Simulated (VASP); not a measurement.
Write the native input for VASP 6.6.1 that does the following.

* Task: dielectric tensor
* Functional: LDA
* Potentials or basis: VASP PAW LDA potentials, release 64 (Al, O)
* Cutoff: 520 eV
* k mesh: 4 × 4 × 4
* Occupations: fermi-dirac, width 0.05 eV
* Spin: no spin polarisation
* Further INCAR settings: ALGO = Fast; EDIFF = 1e-08

The structure of Al2O3 lies in POSCAR:

```
Al2O3
1.0
    2.7481872800      0.0000000000      4.3310000000
   -1.3740936400      2.3800000000      4.3310000000
   -1.3740936400     -2.3800000000      4.3310000000
Al O
4 6
Direct
    0.3522000000      0.3522000000      0.3522000000
    0.1478000000      0.1478000000      0.1478000000
    0.6478000000      0.6478000000      0.6478000000
    0.8522000000      0.8522000000      0.8522000000
    0.5563000000     -0.0563000000      0.2500000000
   -0.0563000000      0.2500000000      0.5563000000
    0.2500000000      0.5563000000     -0.0563000000
    0.4437000000      1.0563000000      0.7500000000
    1.0563000000      0.7500000000      0.4437000000
    0.7500000000      0.4437000000      1.0563000000
```

The cell was built by a generator and needn't be a form met in nature.

These files were run (other wordings do the same):

INCAR

```
SYSTEM = Al2O3
ALGO = Fast
EDIFF = 1E-8
ENCUT = 520
GGA = CA
ISIF = 2
ISMEAR = -1
LASPH = .TRUE.
LCHARG = .FALSE.
LEPSILON = .TRUE.
LREAL = .FALSE.
LWAVE = .FALSE.
NELM = 100
PREC = Accurate
SIGMA = 0.05
```

KPOINTS

```
k-points
0
G
  4 4 4
  0 0 0
```

Potentials or basis: VASP PAW LDA potentials, release 64 (Al, O).

Launch:

```bash
$ cat potpaw_LDA.64/Al/POTCAR potpaw_LDA.64/O/POTCAR > POTCAR
$ mpirun -np 1 vasp_std > vasp.out
```

It gave:

```yaml
Band_gap_on_the_k_mesh: 6.18 eV, direct
Electronic_dielectric_tensor_diagonal: 3.26, 3.26, 3.22
Born_charges_mean_of_the_diagonal: Al +2.94; O -1.96 e
```

Wall time 2.9 min on 1 thread of Intel(R) Xeon(R) 6975P-C (Granite Rapids), on a shared host, peak memory 0.32 GiB.
